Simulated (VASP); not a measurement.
**A VASP 6.6.1 single-point calculation on SrO**

INCAR

```
SIGMA = 0.02
ISMEAR = -1
PREC = Accurate
IBRION = -1
LCHARG = .FALSE.
LREAL = .FALSE.
EDIFF = 1E-7
NELM = 54
ISIF = 2
AMIX = 0.8
NBANDS = 15
ENCUT = 520
LWAVE = .FALSE.
NSW = 0
METAGGA = RSCAN
LASPH = .TRUE.
```

KPOINTS

```
KPOINTS created by Atomic Simulation Environment
0
Gamma
8 8 8
0 0 0
```

POSCAR

```
Sr O
 1.0000000000000000
    -0.0578253663000000    2.5736648061000000    2.5736648061000000
     2.5736648061000000   -0.0578253663000000    2.5736648061000000
     2.5736648061000000    2.5736648061000000   -0.0578253663000000
 Sr  O
   1   1
Cartesian
  0.0000000000000000  0.0000000000000000  0.0000000000000000
  2.5447521229500003  2.5447521229500003  2.5447521229499994
```

The recommended PBE PAW datasets give the neutral cell 16 valence electrons.

Command

```
mpirun -np 1 vasp_std
```

OSZICAR

```
N       E                     dE             d eps       ncg     rms          rms(c)
DAV:   1     0.370729165197E+02    0.37073E+02   -0.85031E+03  1950   0.106E+03
DAV:   2    -0.435641230413E+02   -0.80637E+02   -0.73890E+02  2706   0.222E+02
DAV:   3    -0.469434582715E+02   -0.33793E+01   -0.33573E+01  2661   0.410E+01
DAV:   4    -0.469972463712E+02   -0.53788E-01   -0.53782E-01  2218   0.504E+00
DAV:   5    -0.469983470508E+02   -0.11007E-02   -0.11007E-02  2536   0.564E-01    0.147E+01
DAV:   6    -0.420388334135E+02    0.49595E+01   -0.19701E+01  2055   0.338E+01    0.286E+01
DAV:   7    -0.394139732509E+02    0.26249E+01   -0.37942E+00  2440   0.172E+01    0.741E+00
DAV:   8    -0.393284671773E+02    0.85506E-01   -0.44159E-01  2181   0.554E+00    0.281E+00
DAV:   9    -0.393199147191E+02    0.85525E-02   -0.66429E-03  2733   0.881E-01    0.169E+00
DAV:  10    -0.393151119397E+02    0.48028E-02   -0.69749E-03  2743   0.784E-01    0.645E-01
DAV:  11    -0.393151721128E+02   -0.60173E-04   -0.26687E-03  3352   0.405E-01    0.117E-01
DAV:  12    -0.393151877938E+02   -0.15681E-04   -0.17335E-04  2794   0.105E-01    0.691E-02
DAV:  13    -0.393151921316E+02   -0.43378E-05   -0.39151E-05  2216   0.637E-02    0.264E-02
DAV:  14    -0.393151929519E+02   -0.82036E-06   -0.19287E-06  2935   0.107E-02    0.906E-03
DAV:  15    -0.393151926203E+02    0.33158E-06   -0.44607E-07  2363   0.642E-03    0.299E-03
DAV:  16    -0.393151922311E+02    0.38927E-06   -0.25840E-07  2489   0.433E-03    0.103E-03
DAV:  17    -0.393151920671E+02    0.16393E-06   -0.29796E-08  1059   0.176E-03    0.530E-04
DAV:  18    -0.393151921332E+02   -0.66068E-07   -0.55479E-09  1031   0.597E-04
   1 F= -.39315192E+02 E0= -.39315192E+02  d E =-.867355E-14
```

From OUTCAR

```
k-points           NKPTS =     65   k-points in BZ     NKDIM =     65   number of bands    NBANDS=     15

   NELECT =      16.0000    total number of electrons

   dimension x,y,z NGX =    28 NGY =   28 NGZ =   28
   dimension x,y,z NGXF=    56 NGYF=   56 NGZF=   56

  energy-cutoff  :      520.00
  volume of cell :       35.24
      direct lattice vectors                 reciprocal lattice vectors
    -0.057825366  2.573664806  2.573664806    -0.187847616  0.192165204  0.192165204
     2.573664806 -0.057825366  2.573664806     0.192165204 -0.187847616  0.192165204
     2.573664806  2.573664806 -0.057825366     0.192165204  0.192165204 -0.187847616

 k-points in reciprocal lattice and weights: KPOINTS created by Atomic Simulation Env
   0.00000000  0.00000000  0.00000000       0.002
   0.12500000  0.00000000  0.00000000       0.012
   0.25000000  0.00000000  0.00000000       0.012
   0.37500000  0.00000000  0.00000000       0.012
   0.50000000  0.00000000  0.00000000       0.006
   0.12500000  0.12500000 -0.00000000       0.012
   0.25000000  0.12500000 -0.00000000       0.023
   0.37500000  0.12500000  0.00000000       0.023
   ...

 E-fermi :   1.6943

 k-point     1 :       0.0000    0.0000    0.0000
  band No.  band energies     occupation
      1     -32.4818      2.00000
      2     -14.8353      2.00000
      3     -13.5555      2.00000
      4     -13.5555      2.00000
      5     -13.5490      2.00000
      6       1.0956      2.00000
      7       1.0956      2.00000
      8       1.1666      2.00000
      9       5.4686      0.00000
     10       7.6332      0.00000
     11       7.6332      0.00000
     12       8.0690      0.00000
     13      10.0215      0.00000
     14      10.0215      0.00000
     15      14.2337      0.00000

 k-point     2 :       0.1250    0.0000    0.0000
  band No.  band energies     occupation
      1     -32.4653      2.00000
      2     -15.1282      2.00000
      3     -13.5630      2.00000
      4     -13.5619      2.00000
      5     -13.3022      2.00000
      6       0.6882      2.00000
      7       0.9123      2.00000
      8       0.9898      2.00000
      9       6.1288      0.00000
     10       7.5502      0.00000
     11       7.9188      0.00000
     12       8.3245      0.00000
     13      10.4046      0.00000
     14      10.4078      0.00000
     15      15.1698      0.00000

 k-point     3 :       0.2500    0.0000    0.0000
  band No.  band energies     occupation
      1     -32.4252      2.00000
      2     -15.6254      2.00000
      3     -13.5911      2.00000
      4     -13.5809      2.00000
      5     -12.9024      2.00000
      6      -0.0867      2.00000
      7       0.5120      2.00000
      8       0.6184      2.00000
      9       7.4273      0.00000
     10       7.7091      0.00000
     11       8.6893      0.00000
     12       9.1139      0.00000
     13      11.3801      0.00000
     14      11.3805      0.00000
     15      17.0237      0.00000

 ...

  Total       -0.5207505     -0.5207505     -0.5207505      0.2588246      0.2588246      0.2588246
  in kB      -23.6734337    -23.6734337    -23.6734337     11.7662245     11.7662245     11.7662245
  external PRESSURE =     -23.6734337 kB  Pullay stress =       0.0000000 kB

 POSITION                                       TOTAL-FORCE (eV/Angst)
 -----------------------------------------------------------------------------------
      0.00000      0.00000      0.00000        -0.000000     -0.000000      0.000000
      2.54475      2.54475      2.54475         0.000000      0.000000     -0.000000
 -----------------------------------------------------------------------------------
    total drift:                                0.000000      0.000000      0.000000

  FREE ENERGIE OF THE ION-ELECTRON SYSTEM (eV)
  ---------------------------------------------------
  free  energy   TOTEN  =       -39.3151921332 eV

  energy  without entropy=      -39.3151921332  energy(sigma->0) =      -39.31519213
```

It converged. Results: gap between bands v and c on the k mesh 3.69 eV; least direct gap on the k mesh 3.82 eV; pressure -2.4 GPa. Band v is the last that the valence electrons fill when counted band by band, and c is the next.

For comparison, a separate PBE run of the intended cell, on usual settings and not on those above, gives a gap of 3.23 eV on its mesh and a pressure of 0.0 GPa.

The run above took about 2.2 min on one core of a shared host (Intel Xeon Platinum 8488C) and held 0.19 GiB at most.
